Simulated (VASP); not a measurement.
**AlN: single point with PBE**

Crystal: AlN.

```xyz
4
Lattice="3.3137 0.0000 0.0000 -1.6569 2.8698 0.0000 0.0000 0.0000 4.1865" Properties=species:S:1:pos:R:3 pbc="T T T"
Al    0.0000    1.9132    3.1399
Al    1.6569    0.9566    1.0466
N     0.0000    1.9132    1.0466
N     1.6569    0.9566    3.1399
```

Measurements of this composition are mostly on another form, of space group No. 186.

| Property | Result |
| --- | --- |
| Program | VASP 6.6.1 |
| Task | single point |
| Functional | PBE |
| Potentials or basis | VASP PAW PBE potentials, release 64 (Al, N) |
| Cutoff | 520 eV |
| k mesh | 9 × 9 × 6 |
| Occupations | gaussian, width 0.02 eV |
| Spin | no spin polarisation |

```json
{
 "Pressure": "-0.2 GPa",
 "Band gap on the k mesh": "3.27 eV, direct"
}
```

Stress tensor (GPa, compression positive):
```
-0.21  0.00  0.00
 0.00 -0.21  0.00
 0.00  0.00 -0.04
```

Levels at points of the mesh, in eV from the valence-band top:
```tsv
k point	band 4	band 5	band 6	band 7	band 8	band 9	band 10	band 11	band 12	band 13
(0.00, 0.00, 0.00)	-3.27	-3.27	-1.60	-1.60	0.00	3.27	4.40	8.24	8.24	11.23
(0.00, 0.00, 0.50)	-3.72	-2.47	-2.47	-2.47	-2.47	5.66	5.66	8.42	8.42	8.42
```

Wall time 16 s on 1 thread of Intel(R) Xeon(R) Platinum 8488C (Sapphire Rapids), with other jobs on the host, peak memory 0.17 GiB.
